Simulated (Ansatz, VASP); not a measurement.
Ir: VASP beside Ansatz

The input INCAR:

```
AGGAC = 1.0 ; AGGAX = 1.0
ALDAC = 0.0 ; ALDAX = 1.0
ALGO = Fast ; EDIFF = 1E-6
ENCUT = 520 ; GGA = B5
ISIF = 2 ; ISMEAR = -1
LASPH = T ; LCHARG = F
LREAL = F ; LWAVE = F
NBANDS = 10 ; NELM = 60
PREC = Accurate ; SIGMA = 0.1
```

File KPOINTS:

```
k-points
0
Gamma
  13 13 13
```

POSCAR

```
Ir
1.0
    2.6852876240      0.0000000000      0.0000000000
    0.0000000000      2.6852876240      0.0000000000
    0.0000000000      0.0000000000      2.6852876240
Ir
1
Direct
    0.0000000000      0.0000000000      0.0000000000
```

Input for Ansatz:

```yaml
crystal:
  lattice:
    - [2.685287624, 0.0, 0.0]
    - [0.0, 2.685287624, 0.0]
    - [0.0, 0.0, 2.685287624]
  atoms:
    - { symbol: Ir, position: [0.0, 0.0, 0.0] }
hamiltonian:
  xc: blyp
  pseudopotentials:
    kind: paw
    azcp:
      Ir: "pseudopotentials/Ir.paw.azcp"
basis:
  ecutwfc: 420
  fft_grid_basis: typed
kpoints:
  mp_grid: { grid: [13, 13, 13], shift: [0, 0, 0] }
magnetization:
  spin_polarized: false
scf:
  occupations: { method: fermi_dirac, width: 0.1 }
  lower_state_search: "off"
output:
  stress: true
```

Alike in both runs: task single point; functional BLYP; k mesh 13 × 13 × 13; occupations fermi-dirac, width 0.1 eV; no spin polarisation.

|  | VASP | Ansatz |
| --- | --- | --- |
| version | VASP 6.6.1 | Ansatz 0.2.0 |
| potentials or method | VASP PAW PBE potentials, release 64 (Ir) | plane waves (420 eV) with PAW, scalar-relativistic |
| plane-wave cutoff (eV) | 520 | 420 |
| valence electrons in the cell | 9 | 17 |

|  | VASP | Ansatz | Ansatz less VASP |
| --- | --- | --- | --- |
| pressure (GPa) | -11.9 | -13.1 | -1.16 |

The two sets of potentials don't hold the same shells in valence.

Caveats: the PAW data sets were made with another functional, which shifts forces and pressure a little (VASP). Spin-orbit coupling is left out, which matters for the levels of Ir.
